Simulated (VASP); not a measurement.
# Os: single point with PBE

The system is Os.

```
Os
1.0
     0.00000    1.94500    1.94500
     1.94500    0.00000    1.94500
     1.94500    1.94500    0.00000
Os
1
Direct
  0.00000 0.00000 0.00000
```

This isn't the form of Os at room conditions, which is hcp.

| Item | Value |
| --- | --- |
| Program | VASP 6.6.1 |
| Task | single point |
| Functional | PBE |
| Potentials or basis | VASP PAW PBE potentials, release 64 (Os) |
| Cutoff | 520 eV |
| k mesh | 5 × 5 × 5 |
| Occupations | fermi-dirac, width 0.03 eV |
| Spin | no spin polarisation |
| Dipole correction | no |
| Further INCAR settings | ALGO = Normal; EDIFF = 1e-06; NBANDS = 10 |

```yaml
Pressure: -11.6 GPa
Band_gap_on_the_k_mesh: none (metal or under the smearing width)
```

Levels at points of the mesh, in eV from the Fermi level:
| k point | band 1 | band 2 | band 3 | band 4 | band 5 | band 6 | band 7 | band 8 |
| --- | --- | --- | --- | --- | --- | --- | --- | --- |
| (0.00, 0.00, 0.00) | -10.32 | -2.71 | -2.71 | -2.71 | 0.11 | 0.11 | 14.33 | 19.86 |

Run time: 2.3 s on 1 thread of Intel(R) Xeon(R) Platinum 8488C (Sapphire Rapids), on a shared host, peak memory 0.12 GiB.

Caveat: the k mesh is coarse (spacing up to 0.56 Å⁻¹), so the values aren't converged. The run has no spin-orbit coupling, so splittings on Os are missing.
